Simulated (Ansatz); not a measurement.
**Al2Cu under changes of volume**

One of the cells (15.671 Å³/atom); the others are scaled copies at fixed shape and fractional positions:

```
Cu Al
1.0
    -2.03034    2.03034    2.85109
     2.03034   -2.03034    2.85109
     2.03034    2.03034   -2.85109
Cu Al
1 2
Direct
  0.50000 0.50000 0.00000
  0.25000 0.75000 0.50000
  0.75000 0.25000 0.50000
```

The cell comes from a database or a generator and needn't be the stable form of this composition.

```yaml
Program: Ansatz 0.2.0
Functional: LDA
Potentials_or_basis: all-electron LAPW, scalar-relativistic
Cutoff: 240 eV (chosen from the basis error)
Basis_error_allowed: 0.002 eV/atom
k_mesh: 9 × 9 × 9
Occupations: fermi-dirac, width 0.05 eV
Spin: no spin polarisation
```

```csv
volume (Å³/atom),energy over the lowest point (meV/atom),pressure (GPa)
14.730,4.62,3.7
15.044,0.00,1.1
15.357,0.09,-1.1
15.671,4.39,-3.2
15.984,12.44,-5.0
16.297,23.85,-6.6
16.611,?,?
```

Question: What does the run at 16.611 Å³/atom give?

Answer: Energy over the lowest point 38.23 meV/atom; pressure -8.1 GPa.

Worked out: A Birch-Murnaghan fit of order 3 (a polynomial in V^(-2/3)) to the other rows has its minimum at 15.19 Å³/atom with B0 = V·E''(V) = 110 GPa and B' = 4.4 at fixed shape and positions, which overstates the stiffness. It gives 38.32 meV/atom at 16.611 Å³/atom, against the run's 38.23, and -dE/dV = -8.1 GPa, against -8.1.

Energies are extrapolated to zero smearing.
